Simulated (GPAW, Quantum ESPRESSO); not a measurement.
Given: the input of a run of GPAW 26.7.0 (ASE script) on CdS (Hawleyite). 

File run.py:

```python
from ase import Atoms
from ase.dft.bandgap import bandgap
from ase.io import write
from ase.units import GPa
from gpaw import GPAW, PW

atoms = Atoms(['Cd', 'S'],
              cell=[[0.0, 2.9165, 2.9165],
                    [2.9165, 0.0, 2.9165],
                    [2.9165, 2.9165, 0.0]],
              scaled_positions=[[0.0, 0.0, 0.0],
                                [0.75, 0.75, 0.75]],
              pbc=True)

calc = GPAW(mode=PW(600),
            xc='PBE',
            kpts={'size': (8, 8, 8), 'gamma': True},
            occupations={'name': 'fermi-dirac', 'width': 0.05},
            nbands=18,
            convergence={'density': 1e-05, 'energy': 1e-05},
            maxiter=150,
            txt='gpaw.txt')
atoms.calc = calc
energy = atoms.get_potential_energy()
forces = atoms.get_forces()
stress = atoms.get_stress()
calc.write('gs.gpw')
write('result.traj', atoms)
print(f'Energy: {energy:.6f} eV')
print('Forces (eV/A):')
print(forces.round(4))
print('Stress (GPa):', (stress / GPa).round(3))
print('Fermi level:', round(calc.get_fermi_level(), 4), 'eV')
print(f'Gap: {bandgap(calc)[0]:.4f} eV, direct: {bandgap(calc, direct=True)[0]:.4f} eV')
```

Potentials or basis: GPAW PAW data sets (gpaw-data 1.2.1), pw.

Run with:

```console
$ OMP_NUM_THREADS=1 python run.py
```

Task: Translate it to Quantum ESPRESSO 7.5. Potentials or basis there: SSSP 1.3 efficiency PBE, cutoff 816 eV.

Result: As run (cutoffs and basis follow the program's own potentials, and thresholds, step limits or extra output files can differ):

File pw.in:

```
&CONTROL
  calculation = 'scf'
  prefix = 'pwscf'
  outdir = './tmp'
  pseudo_dir = './pseudo'
  tprnfor = .true.
  tstress = .true.
  disk_io = 'low'
/
&SYSTEM
  ibrav = 0
  nat = 2
  ntyp = 2
  ecutwfc = 60
  ecutrho = 480
  nbnd = 15
  occupations = 'smearing'
  smearing = 'fd'
  degauss = 0.00367493
/
&ELECTRONS
  conv_thr = 4d-10
  electron_maxstep = 120
  mixing_beta = 0.5
/
ATOMIC_SPECIES
Cd   112.4140 Cd.pbe-dn-rrkjus_psl.0.3.1.UPF
S     32.0600 s_pbe_v1.4.uspp.F.UPF
CELL_PARAMETERS angstrom
   0.0000000000    2.9165000000    2.9165000000
   2.9165000000    0.0000000000    2.9165000000
   2.9165000000    2.9165000000    0.0000000000
ATOMIC_POSITIONS crystal
Cd     0.0000000000    0.0000000000    0.0000000000
S      0.7500000000    0.7500000000    0.7500000000
K_POINTS automatic
8 8 8 0 0 0
```

Contents of pp_density.in:

```
&INPUTPP
  prefix = 'pwscf'
  outdir = './tmp'
  filplot = 'density.dat'
  plot_num = 0
/
&PLOT
  nfile = 1
  filepp(1) = 'density.dat'
  iflag = 3
  output_format = 6
  fileout = 'density.cube'
/
```

pp_potential.in

```
&INPUTPP
  prefix = 'pwscf'
  outdir = './tmp'
  filplot = 'potential.dat'
  plot_num = 11
/
&PLOT
  nfile = 1
  filepp(1) = 'potential.dat'
  iflag = 3
  output_format = 6
  fileout = 'potential.cube'
/
```

Potentials or basis: SSSP 1.3 efficiency PBE.

Launch:

```bash
$ OMP_NUM_THREADS=1 pw.x -in pw.in > pw.out
$ OMP_NUM_THREADS=1 pp.x -in pp_density.in > pp_density.out
$ OMP_NUM_THREADS=1 pp.x -in pp_potential.in > pp_potential.out
```

Both were run:

|  | GPAW | Quantum ESPRESSO |
| --- | --- | --- |
| Pressure | 2.6 GPa | 2.9 GPa |

Pressure is positive in compression.
